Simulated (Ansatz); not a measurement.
HfN: checking dH/dP = V

All numbers below come from Ansatz, DFT r2SCAN, scalar-relativistic, plane waves, PAW. Settings: 500 eV cutoff, 16×16×16 k-mesh, Gaussian smearing of 0.10 eV, no spin polarisation.

Reference structure (relaxed):

```yaml
crystal:
  lattice:
    - [0.00000, 2.26274, 2.26274]
    - [2.26274, 0.00000, 2.26274]
    - [2.26274, 2.26274, 0.00000]
  atoms:
    - { symbol: Hf, position: [0.00000, 0.00000, 0.00000] }
    - { symbol: N, position: [0.50000, 0.50000, 0.50000] }
```

Cell and atoms were relaxed at each target pressure within the start's symmetry (Fm-3m), at zero temperature; other phases can be more stable under pressure. H = E + PV with P the target; E is the free energy at the smearing used, whose derivative the pressure is, per atom and counted from zero pressure.

A cell with an odd number of electrons and no spin polarisation is a metal by construction and may be lower with spin. Spin–orbit coupling is left out, which can shift energies with elements as heavy as these.

| P (GPa) | V (Å³/atom) | E − E0 (meV) | H − H0 (meV) |
| --- | --- | --- | --- |
| 0 | 11.585 | 0.0 | 0.0 |
| 3 | 11.464 | 1.1 | 215.8 |
| 8 | 11.280 | 7.4 | 570.6 |
| 15 | 11.041 | 24.4 | 1058.1 |
| 30 | 10.605 | 84.9 | 2070.7 |
| 60 | 9.931 | 270.9 | 3990.0 |

**Question.** Thermodynamics gives dH/dP = V along a relaxed path. Integrate V over P by the trapezoid rule and compare with the computed enthalpies.

**Answer.** With 1 eV/Å³ = 160.22 GPa, each step adds the mean volume times ΔP / 160.22:
| P (GPa) | ∫V dP (meV) | H − H0 (meV) | difference (meV) |
| --- | --- | --- | --- |
| 3 | 215.8 | 215.8 | 0.0 |
| 8 | 570.7 | 570.6 | 0.1 |
| 15 | 1058.3 | 1058.1 | 0.2 |
| 30 | 2071.6 | 2070.7 | 0.9 |
| 60 | 3994.2 | 3990.0 | 4.2 |

V(P) curves upward, so the trapezoid rule runs high; integrating a smooth curve through the same points (P as a polynomial of degree 4 in ln V) puts that excess at about 4.0 meV at 60 GPa, against the 4.2 meV found.

**Question.** At 60 GPa, how much of the enthalpy change is stored energy and how much is the PV term?

**Answer.** E rises by 271 meV/atom and PV is 60 × 9.931 / 160.22 = 3719 meV/atom, so PV makes 93 % of ΔH. So between rival structures at high pressure a small difference in volume can outweigh the difference in energy: 1 % of this volume is worth 37.2 meV/atom at this pressure.

**Question.** What bulk modulus do the lowest pressures give?

**Answer.** From the pressures that the runs reached, -3.08 GPa (11.714 Å³) and 3.00 GPa (11.464 Å³), B = −ΔP/Δln V = 6.08 / 0.0216 = 282 GPa, a mean over that range.